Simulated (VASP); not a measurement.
A run of VASP 6.6.1 is set up as follows.

INCAR

```
SYSTEM = ZnS
PREC = Accurate
ENCUT = 600
EDIFF = 1E-7
ISMEAR = 0
SIGMA = 0.02
LREAL = .False.
LASPH = .True.
NELM = 60
ALGO = Normal
ISIF = 3
LWAVE = .False.
LCHARG = .False.
GGA = RP
IBRION = 2
NSW = 90
EDIFFG = -0.005
```

Contents of KPOINTS:

```
regular mesh
0
Gamma
  10 10 10
  0 0 0
```

Contents of POSCAR:

```
ZnS
1.0
    0.0000000000      2.6936828800      2.6936828800
    2.6936828800      0.0000000000      2.6936828800
    2.6936828800      2.6936828800      0.0000000000
Zn S
1 1
Direct
    0.0000000000      0.0000000000      0.0000000000
    0.7500000000      0.7500000000      0.7500000000
```

Potentials or basis: VASP PAW PBE potentials, release 64 (Zn, S).

Launch:

```console
$ cat potpaw_PBE.64/Zn/POTCAR potpaw_PBE.64/S/POTCAR > POTCAR
$ mpirun -np 1 vasp_std > vasp.out
```

Question: What does it give for the band gap on the k mesh?

Answer: 2.02 eV, direct.

Question: Estimate the relaxed volume.

Answer: 20.96 Å³/atom.

Question: Estimate the relaxed cell.

Answer: a = 3.899 Å, b = 3.899 Å, c = 3.899 Å, α = 60.00°, β = 60.00°, γ = 60.00°.

Final structure:
```
CELL_PARAMETERS angstrom
0.00000 2.75723 2.75723
2.75723 0.00000 2.75723
2.75723 2.75723 0.00000
ATOMIC_POSITIONS crystal
Zn 0.00000 0.00000 0.00000
S 0.75000 0.75000 0.75000
```

Caveat: the PAW data sets were made with another functional, which shifts forces and pressure a little. A hybrid or GW would open this gap; RPBE tends to underestimate it.
